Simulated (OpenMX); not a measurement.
**BeS under changes of volume**

One of the cells (14.261 Å³/atom); the others are scaled copies at fixed shape and fractional positions:

```
S Be
1.0
     0.00000    2.42500    2.42500
     2.42500    0.00000    2.42500
     2.42500    2.42500    0.00000
S Be
1 1
Direct
  0.75000 0.75000 0.75000
  0.00000 0.00000 0.00000
```

```yaml
Program: OpenMX 3.8.5
Functional: PBE
Potentials_or_basis: OpenMX 2013 PBE set, S7.0-s2p2d1f1, Be7.0-s2p2, fixed grid of 30 × 30 × 30 points
k_mesh: 9 × 9 × 9
Occupations: fermi-dirac, width 0.05 eV
Spin: no spin polarisation
```

```tsv
volume (Å³/atom)	energy over the lowest point (meV/atom)	gap on the mesh (eV)
13.405	26.90	3.27
13.690	14.13	3.32
13.975	5.64	3.37
14.261	1.10	3.42
14.546	0.00	3.46
14.831	?	?
15.116	7.08	3.53
```

Task: What does the run at 14.831 Å³/atom give?

Result: Energy over the lowest point 2.09 meV/atom; gap on the mesh 3.50 eV.

Worked out: A Birch-Murnaghan fit of order 3 (a polynomial in V^(-2/3)) to the other rows has its minimum at 14.49 Å³/atom with B0 = V·E''(V) = 92 GPa and B' = 4.2. It gives 2.12 meV/atom at 14.831 Å³/atom, against the run's 2.09. A straight line through the other rows of the gap, of slope 2.19 eV per unit of ln V, gives 3.50 eV, against the run's 3.50.

Energies are extrapolated to zero smearing.

Caveats: an odd mesh through Γ misses points on the zone boundary, where band edges often lie; the basis of atomic orbitals isn't converged, which shifts pressures, moduli and gaps.
